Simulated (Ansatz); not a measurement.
InP, DFT, PBEsol, all-electron PAW with datasets made for the crystal, scalar-relativistic (Ansatz 0.2.0), run on 1 thread of Arm Neoverse V1 on a shared host.

The cell comes from COD entry 1538565, which wasn't checked; take it as a given geometry.

Command: `ansatz run input.yaml --threads 1 --pin off --max-ram 3072MiB --backend cpu --events-out ev --progress --plain --runs-dir out`

```yaml
crystal:
  lattice:
    - [0.0, 2.855, 2.855]
    - [2.855, 0.0, 2.855]
    - [2.855, 2.855, 0.0]
  atoms:
    - { symbol: In, position: [0.0, 0.0, 0.0] }
    - { symbol: P, position: [0.5, 0.5, 0.5] }
kpoints:
  mp_grid: { grid: [11, 11, 11] }
  band_path:
    path:
      - [0.0, 0.0, 0.0]
      - [0.5, 0.0, 0.5]
      - [0.625, 0.25, 0.625]
      - [0.375, 0.375, 0.75]
      - [0.0, 0.0, 0.0]
      - [0.5, 0.5, 0.5]
      - [0.5, 0.25, 0.75]
      - [0.5, 0.0, 0.5]
    npoints: 8
scf:
  occupations: { method: fermi_dirac, width: 0.03 }
hamiltonian:
  xc: pbesol
  pseudopotentials: { kind: all_electron, datasets: crystal }
output:
  forces: true
  stress: true
  eigenvalues: true
  efg: { contact_densities: true }
```

**Question.** How large is the problem that the program sets up?

**Answer.** 56 irreducible k-points, 411 plane waves at Γ, 13 bands.

**Question.** About how long does it take, and how much memory does it use?

**Answer.** 9.6 s of wall time for 8 SCF iterations, with a peak of 0.39 GiB. Times on shared machines scatter by tens of per cent.

**Question.** And the same cell and mesh by LAPW (all electrons), asked for forces, stress, eigenvalues, populations, dos and the same band path, on the same hardware?

**Answer.** 21 s, peak memory 0.36 GiB.

**Question.** And the same cell and mesh by frozen-core PAW, asked for forces, stress, eigenvalues, efg, populations, bader, dos, write_density, write_potential, elf and the same band path, on the same hardware?

**Answer.** 14 s, peak memory 0.38 GiB.
